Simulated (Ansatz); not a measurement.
A relaxation computed with Ansatz, from input to last step.

```yaml
crystal:
  lattice:
    - [1.9468043054, 1.9468043054, 0.0]
    - [-2.048200363, 2.048200363, 0.0]
    - [0.0, 0.0, 4.096400726]
  atoms:
    - { symbol: Ti, position: [0.0, 0.0, 0.0] }
    - { symbol: Ti, position: [0.5, 0.5, 0.5] }
basis:
  ecutwfc: 420
kpoints:
  mp_grid: { grid: [18, 18, 14] }
hamiltonian:
  xc: pbesol
scf:
  occupations: { method: gaussian, width: 0.1 }
output:
  forces: true
  stress: true
  eigenvalues: true
relax:
  adjacent_minimum: "off"
  f_tol: 0.008
  max_steps: 40
  cell: { stress_tol: 0.015, fix: [a, angles] }
```

```bash
ansatz run input.yaml --threads 1 --pin off --max-ram 2560MiB --backend cpu --events-out ev --progress --plain --runs-dir out
```

Computed with Ansatz, DFT PBEsol, scalar-relativistic, plane waves, PAW.

Of 8 frames 7 are shown, positions in Å and forces in eV/Å; the SCF threshold varies from step to step. Steps run on the plane waves of an earlier cell, with a Pulay correction in the pressure. The basis is chosen afresh for the last frame, the zero of the energies, and at times for earlier ones too; energy and pressure step there, also at an unchanged geometry.

```xyz
2
Lattice="1.9468 1.9468 0.0000 -2.0482 2.0482 0.0000 0.0000 0.0000 4.0964" Properties=species:S:1:pos:R:3:forces:R:3 pbc="T T T" step=1 free_energy_over_end_meV_per_atom=2.88 pressure_GPa=2.52
Ti    0.0000    0.0000    0.0000    0.0000    0.0000    0.0000
Ti   -0.0507    1.9975    2.0482    0.0000    0.0000    0.0000
2
Lattice="1.9468 1.9468 0.0000 -2.0363 2.0363 0.0000 0.0000 0.0000 4.1601" Properties=species:S:1:pos:R:3:forces:R:3 pbc="T T T" step=2 free_energy_over_end_meV_per_atom=0.79 pressure_GPa=1.34
Ti    0.0000    0.0000    0.0000    0.0000    0.0000    0.0000
Ti   -0.0447    1.9915    2.0800    0.0000    0.0000    0.0000
2
Lattice="1.9468 1.9468 0.0000 -1.9994 1.9994 0.0000 0.0000 0.0000 4.2220" Properties=species:S:1:pos:R:3:forces:R:3 pbc="T T T" step=3 free_energy_over_end_meV_per_atom=0.28 pressure_GPa=1.69
Ti    0.0000    0.0000    0.0000    0.0000    0.0000    0.0000
Ti   -0.0263    1.9731    2.1110    0.0000    0.0000    0.0000
2
Lattice="1.9468 1.9468 0.0000 -2.0133 2.0133 0.0000 0.0000 0.0000 4.2092" Properties=species:S:1:pos:R:3:forces:R:3 pbc="T T T" step=4 free_energy_over_end_meV_per_atom=0.02 pressure_GPa=1.25
Ti    0.0000    0.0000    0.0000    0.0000    0.0000    0.0000
Ti   -0.0333    1.9801    2.1046    0.0000    0.0000    0.0000
2
Lattice="1.9468 1.9468 0.0000 -2.0127 2.0127 0.0000 0.0000 0.0000 4.2090" Properties=species:S:1:pos:R:3:forces:R:3 pbc="T T T" step=5 free_energy_over_end_meV_per_atom=0.02 pressure_GPa=1.29
Ti    0.0000    0.0000    0.0000    0.0000    0.0000    0.0000
Ti   -0.0329    1.9797    2.1045    0.0000    0.0000    0.0000
2
Lattice="1.9468 1.9468 0.0000 -2.0127 2.0127 0.0000 0.0000 0.0000 4.2090" Properties=species:S:1:pos:R:3:forces:R:3 pbc="T T T" step=6 free_energy_over_end_meV_per_atom=0.00 pressure_GPa=1.29
Ti    0.0000    0.0000    0.0000    0.0000    0.0000    0.0000
Ti   -0.0329    1.9797    2.1045    0.0000    0.0000    0.0000
2
Lattice="1.9468 1.9468 0.0000 -2.0125 2.0125 0.0000 0.0000 0.0000 4.2097" Properties=species:S:1:pos:R:3:forces:R:3 pbc="T T T" step=8 free_energy_over_end_meV_per_atom=0.00 pressure_GPa=1.28
Ti    0.0000    0.0000    0.0000    0.0000    0.0000    0.0000
Ti   -0.0329    1.9797    2.1048    0.0000    0.0000    0.0000
```

Time: 2 min on 1 thread of Intel(R) Xeon(R) 6975P-C (Granite Rapids) (shared host), peak memory 0.72 GiB.